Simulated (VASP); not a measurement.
# O2H2 in VASP: a series of runs, part 2 of 2

VASP 6.6.1. Earlier steps stand in the parts before.

### Step 6. Single point, optB86b-vdW

The input, INCAR:

```
  PREC = Accurate
  ENCUT = 400
  EDIFF = 1E-6
  ISMEAR = 0
  SIGMA = 0.01
  LREAL = F
  LASPH = T
  NELM = 60
  ALGO = Fast
  ISIF = 2
  LWAVE = F
  LCHARG = F
  GGA = MK
  LUSE_VDW = T
  AGGAC = 0.0
  PARAM1 = 0.1234
  PARAM2 = 1.0
  ISYM = 0
```

The input, KPOINTS:

```
regular mesh
0
Gamma
  1 1 1
```

The input, POSCAR:

```
HO                                      
1.0
   12.9224456750      0.0000000000      0.0000000000
    0.0000000000     13.4224456750      0.0000000000
    0.0000000000      0.0000000000     13.9224456750
  O               H             
     2     2
Selective dynamics
Direct
     0.5001445393000026    0.5246140216000015    0.5468873717999969   F   F   F
     0.4997889838677629    0.4795039398155161    0.4499038627695345   T   T   T
     0.4987949522625432    0.4631008201905668    0.5844988928710007   T   T   T
     0.5011787431569396    0.5410030538224904    0.4122972014831529   T   T   T
```

Potentials or basis: VASP PAW PBE potentials, release 64 (O, H).

Command:

```
cat potpaw_PBE.64/O/POTCAR potpaw_PBE.64/H/POTCAR > POTCAR
mpirun -np 4 vasp_gam > vasp.out
```

OUTCAR:

```text
PREC = Accurate
   ENCUT = 400
   EDIFF = 1E-6
   ISMEAR = 0
   LREAL = F
   LASPH = T
   NELM = 60
   ISIF = 2
   GGA = MK
   ISYM = 0

 ion  position               nearest neighbor table
   1  0.500  0.525  0.547-   3 0.98   2 1.48
   2  0.500  0.480  0.450-   4 0.98   1 1.48
   3  0.499  0.463  0.584-   1 0.98
   4  0.501  0.541  0.412-   2 0.98

IMPORTANT INFORMATION: All symmetrisations will be switched off!
NOSYMM: (Re-)initialisation of all symmetry stuff for point group C_1.

----------------------------------------------------------------------------------------

                                     Primitive cell

  volume of cell :    2414.8597

  direct lattice vectors                    reciprocal lattice vectors
    12.922445675  0.000000000  0.000000000     0.077384732  0.000000000  0.000000000
     0.000000000 13.422445675  0.000000000     0.000000000  0.074502071  0.000000000
     0.000000000  0.000000000 13.922445675     0.000000000  0.000000000  0.071826461

  length of vectors
    12.922445675 13.422445675 13.922445675     0.077384732  0.074502071  0.071826461

  position of ions in fractional coordinates (direct lattice)
     0.500144539  0.524614022  0.546887372
     0.499788984  0.479503940  0.449903863
     0.498794952  0.463100820  0.584498893
     0.501178743  0.541003054  0.412297201

  ion indices of the primitive-cell ions
   primitive index   ion index
                 1           1
                 2           2
                 3           3
                 4           4

----------------------------------------------------------------------------------------

 KPOINTS: regular mesh

Automatic generation of k-mesh.
 Grid dimensions read from file:
 generate k-points for:    1    1    1

 Generating k-lattice:

  Cartesian coordinates                     Fractional coordinates (reciprocal lattice)
     0.077384732  0.000000000  0.000000000     1.000000000  0.000000000  0.000000000
     0.000000000  0.074502071  0.000000000     0.000000000  1.000000000  0.000000000
     0.000000000  0.000000000  0.071826461     0.000000000  0.000000000  1.000000000

  Length of vectors
     0.077384732  0.074502071  0.071826461

  Shift w.r.t. Gamma in fractional coordinates (k-lattice)
     0.000000000  0.000000000  0.000000000

 Subroutine IBZKPT returns following result:
 ===========================================

 Found      1 irreducible k-points:

 Following reciprocal coordinates:
            Coordinates               Weight
  0.000000  0.000000  0.000000      1.000000
   k-points           NKPTS =      1   k-points in BZ     NKDIM =      1   number of bands    NBANDS=     12
   number of dos      NEDOS =    301   number of ions     NIONS =      4
   total plane-waves  NPLWV = 725760
   dimension x,y,z NGX =    84 NGY =   90 NGZ =   96
   dimension x,y,z NGXF=   168 NGYF=  180 NGZF=  192
   ions per type =               2   2
   NGX,Y,Z   is equivalent  to a cutoff of  10.81, 11.15, 11.46 a.u.
   NGXF,Y,Z  is equivalent  to a cutoff of  21.61, 22.29, 22.93 a.u.
 SYSTEM =  unknown system
   PREC   = accura    normal or accurate (medium, high low for compatibility)
   ISTART =      0    job   : 0-new  1-cont  2-samecut
   ICHARG =      2    charge: 1-file 2-atom 10-const
   ISPIN  =      1    spin polarized calculation?
   LNONCOLLINEAR =      F non collinear calculations
   LSORBIT =      F    spin-orbit coupling
   LASPH  =      T    aspherical Exc in radial PAW
   ENCUT  =  400.0 eV  29.40 Ry    5.42 a.u.  21.07 21.89 22.70*2*pi/ulx,y,z
   NELM   =     60;   NELMIN=  2; NELMDL= -5     # of ELM steps
   EDIFF  = 0.1E-05   stopping-criterion for ELM
   LREAL  =      F    real-space projection
   EDIFFG = 0.1E-04   stopping-criterion for IOM
   NSW    =      0    number of steps for IOM
   IBRION =     -1    ionic relax: 0-MD 1-quasi-New 2-CG
   NFREE  =      0    steps in history (QN), initial steepest desc. (CG)
   ISIF   =      2    stress and relaxation
   ISYM   =      0    0-nonsym 1-usesym 2-fastsym
   POTIM  = 0.5000    time-step for ionic-motion
   TEBEG  =    0.0;   TEEND  =   0.0 temperature during run
   PSTRESS=    0.0 pullay stress
   NELECT =      14.0000    total number of electrons
   NUPDOWN=      -1.0000    fix difference up-down
   EMIN   =  10.00;   EMAX   =-10.00  energy-range for DOS
   EFERMI =   0.00;   METHOD = LEGACY
   ISMEAR =     0;   SIGMA  =   0.01  broadening in eV -4-tet -1-fermi 0-gaus
   EFERMI_NEDOS =   21; number of points for ismear=-14 and -15
   IALGO  =     68    algorithm
   IMIX   =      4    mixing-type and parameters
     AMIX     =   0.40;   BMIX     =  1.00
     AMIX_MAG =   1.60;   BMIX_MAG =  1.00
  volume/ion in A,a.u.               =     603.71      4074.07
  Fermi-wavevector in a.u.,A,eV,Ry     =   0.294094  0.555758  1.176789  0.086492
  Thomas-Fermi vector in A             =   1.156371
   LORBIT       =      0    0 simple, 1 ext, 2 COOP (PROOUT), +10 PAW based schemes
   GGA     = MK    functional components
   LHFCALC =     F    Hartree Fock is set to
   AEXX    =    0.0000 exact exchange contribution
   IVDW_NL    =     1    kernel type
   BPARAM     = 6.3000
   IVDW    =     0    specifies the selected vdW correction
   LEPSILON=     F    determine dielectric tensor
   LRPA    =     F    only Hartree local field effects (RPA)
 non-spin polarized calculation
 RMM-DIIS sequential band-by-band and
 Gauss-broadening in eV      SIGMA  =   0.01
  energy-cutoff  :      400.00
  volume of cell :     2414.86
 maximum number of plane-waves:     21919
   NGX = 43   NGY = 43   NGZ = 45

 number of electron      14.0000020 magnetization

 Free energy of the ion-electron system (eV)
  ---------------------------------------------------
  ext. energy  EPLUGINS =         0.00000000
  ---------------------------------------------------
  free energy    TOTEN  =       -14.37218214 eV

  energy without entropy =      -14.37218214  energy(sigma->0) =      -14.37218214

 E-fermi :  -5.7556     XC(G=0):  -0.6198

 val. band max:       -5.8216741527   @ k =   0.0000   0.0000   0.0000
 cond. band min:      -1.8002857913   @ k =   0.0000   0.0000   0.0000
 fundamental gap:      4.0213883615
 Fermi energy:        -5.7556274074

 k-point     1 :       0.0000    0.0000    0.0000
  band No.  band energies     occupation
      1     -27.8791      2.00000
      2     -22.5431      2.00000
      3     -12.8191      2.00000
      4     -12.4518      2.00000
      5      -9.4344      2.00000
      6      -8.9480      2.00000
      7      -5.8217      2.00000
      8      -1.8003      0.00000
      9      -1.0381      0.00000
     10      -0.1005      0.00000
     11      -0.0227      0.00000
     12       0.3666      0.00000

------------------------ aborting loop because EDIFF is reached ----------------------------------------

  FORCE on cell =-STRESS in cart. coord.  units (eV):
  Direction    XX          YY          ZZ          XY          YZ          ZX
  --------------------------------------------------------------------------------------
  -------------------------------------------------------------------------------------
  Total       -1.9437852     -1.4428129     -1.1300708      0.0086449      0.0298898     -0.0033469
  in kB       -1.2896354     -0.9572573     -0.7497635      0.0057356      0.0198308     -0.0022206
  external PRESSURE =      -0.9988854 kB  Pullay stress =       0.0000000 kB

 VOLUME and BASIS-vectors are now :
 -----------------------------------------------------------------------------
  energy-cutoff  :      400.00
  volume of cell :     2414.86
      direct lattice vectors                 reciprocal lattice vectors
    12.922445675  0.000000000  0.000000000     0.077384732  0.000000000  0.000000000
     0.000000000 13.422445675  0.000000000     0.000000000  0.074502071  0.000000000
     0.000000000  0.000000000 13.922445675     0.000000000  0.000000000  0.071826461

 POSITION                                       TOTAL-FORCE (eV/Angst)
 -----------------------------------------------------------------------------------
      6.46309      7.04160      7.61401         0.000854      0.053278      0.001766
      6.45850      6.43612      6.26376        -0.001146     -0.060750      0.002812
      6.44565      6.21595      8.13765        -0.001351     -0.050699      0.045627
      6.47646      7.26158      5.74019         0.001643      0.058171     -0.050205
 -----------------------------------------------------------------------------------
    total drift:                                0.000176      0.000197     -0.000478

  FREE ENERGIE OF THE ION-ELECTRON SYSTEM (eV)
  ---------------------------------------------------
  free  energy   TOTEN  =       -14.3721821410 eV

  energy  without entropy=      -14.3721821410  energy(sigma->0) =      -14.37218214

Total vdW correction in eV:      3.6178655
```

Wall time 5.4 min (4 MPI ranks of Intel Xeon 6975P-C (Granite Rapids), shared host); peak memory 1.3 GiB.

What came out:

```yaml
Free_energy: -14.3722 eV
Largest_force: 0.077 eV/Å
Gap_between_the_frontier_levels: 4.02 eV
```

Forces on the atoms (eV/Å):
```
O    0.001  0.053  0.002
O   -0.001 -0.061  0.003
H   -0.001 -0.051  0.046
H    0.002  0.058 -0.050
```

Levels at points of the mesh, in eV from the valence-band top:
| k point | band 3 | band 4 | band 5 | band 6 | band 7 | band 8 | band 9 | band 10 | band 11 | band 12 |
| --- | --- | --- | --- | --- | --- | --- | --- | --- | --- | --- |
| (0.00, 0.00, 0.00) | -7.00 | -6.63 | -3.61 | -3.13 | 0.00 | 4.02 | 4.78 | 5.72 | 5.80 | 6.19 |

Caveat: the cutoff is under 1.25 times the usual one of these potentials, so pressure, stress and relaxed cells hold a basis-set (Pulay) error; the PAW data sets were made with another functional, which shifts forces and pressure a little.

### Step 7. Overview

```csv
task,level,cell,atoms held fixed (from 0),gap on the mesh (eV),largest force (eV/Å)
relaxation of the atoms,PBE+D3(BJ),atoms relaxed,[0],4.03,-
single point,PBE,as given,-,4.03,0.02
single point,RPBE,as given,-,4.05,0.30
single point,RPBE+D3(BJ),as given,-,4.05,0.30
single point,optB86b-vdW,as given,-,4.02,0.08
```

Alike in all rows: potentials or basis VASP PAW PBE potentials, release 64 (O, H); no spin polarisation; k mesh 1 × 1 × 1; cutoff (eV) 400; smearing gaussian 0.01 eV.

On the cell as given the gap runs from 4.02 eV (optB86b-vdW) to 4.05 eV (RPBE).

Caveats: the cutoff is under 1.25 times the usual one of these potentials, so pressure, stress and relaxed cells hold a basis-set (Pulay) error; the PAW data sets were made with another functional, which shifts forces and pressure a little (some runs).

Total energies depend on the potentials used, so only differences within one code and one set of settings carry meaning.
